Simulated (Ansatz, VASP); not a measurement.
**Ti in VASP and in Ansatz**

File INCAR:

```
SYSTEM = Ti
ALGO = Normal
EDIFF = 1E-6
ENCUT = 520
GGA = PE
ISIF = 2
ISMEAR = -1
LASPH = .True.
LCHARG = .False.
LREAL = .False.
LWAVE = .False.
NBANDS = 12
NELM = 80
PREC = Accurate
SIGMA = 0.1
```

The input KPOINTS:

```
k-points
0
Gamma
  13 13 13
  0 0 0
```

The input POSCAR:

```
Ti
1.0
    2.6797992719      0.0000000000      0.0000000000
    0.0000000000      2.6797992719      0.0000000000
    0.0000000000      0.0000000000      2.6797992719
Ti
1
Direct
    0.0000000000      0.0000000000      0.0000000000
```

Input for Ansatz:

```yaml
crystal:
  lattice:
    - [2.6797992719, 0.0, 0.0]
    - [0.0, 2.6797992719, 0.0]
    - [0.0, 0.0, 2.6797992719]
  atoms:
    - { symbol: Ti, position: [0.0, 0.0, 0.0] }
hamiltonian:
  xc: pbe
  pseudopotentials:
    kind: paw
    azcp:
      Ti: "pseudopotentials/Ti.paw.azcp"
basis:
  ecutwfc: 420
  fft_grid_basis: typed
kpoints:
  mp_grid: { grid: [13, 13, 13], shift: [0, 0, 0] }
magnetization:
  spin_polarized: false
scf:
  occupations: { method: fermi_dirac, width: 0.1 }
  lower_state_search: "off"
output:
  stress: true
```

Alike in both runs: task single point; functional PBE; k mesh 13 × 13 × 13; occupations fermi-dirac, width 0.1 eV; no spin polarisation.

|  | VASP | Ansatz |
| --- | --- | --- |
| version | VASP 6.6.1 | Ansatz 0.2.0 |
| potentials or method | VASP PAW PBE potentials, release 64 (Ti_sv) | plane waves (420 eV) with PAW, scalar-relativistic |
| plane-wave cutoff (eV) | 520 | 420 |
| valence electrons in the cell | 12 | 12 |

Ansatz gave:

* pressure (GPa): -3.0

Question: Estimate VASP's values.

Answer: Pressure (GPa): -3.1.
